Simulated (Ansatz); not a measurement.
The system is Al.

```
Al
1.0
     0.00000    2.02481    2.02481
     2.02481    0.00000    2.02481
     2.02481    2.02481    0.00000
Al
1
Direct
  0.00000 0.00000 0.00000
```

```yaml
Program: Ansatz 0.2.0
Task: relaxation of cell and atoms
Functional: LDA
Potentials_or_basis: all-electron LAPW, scalar-relativistic
Basis_error_allowed: 0.001 eV/atom
k_mesh: 11 × 11 × 11
Occupations: fermi-dirac, width 0.05 eV
Spin: no spin polarisation
```

At the start: volume 16.60 Å³/atom.

Question: Where does the relaxation end?

Answer: Over 4 steps the energy falls by 9.2 meV/atom and the volume is 15.84 Å³/atom (-4.6 %); space group Fm-3m (No. 225, to 0.05 Å).

Step by step:
```tsv
step	energy change (eV)	largest force (eV/Å)	volume (Å³)
1	0.0000	0.0000	16.60
2	-0.0090	0.0000	15.72
3	-0.0092	0.0000	15.84
4	-0.0092	0.0000	15.84
```

Final structure:
```yaml
crystal:
  lattice:
    - [0.00000, 1.99323, 1.99323]
    - [1.99323, 0.00000, 1.99323]
    - [1.99323, 1.99323, 0.00000]
  atoms:
    - { symbol: Al, position: [0.00000, 0.00000, 0.00000] }
```

The cell as given is a measured one (16.60 Å³/atom); LDA puts the equilibrium volume -4.6 % from it, thermal expansion not counted.
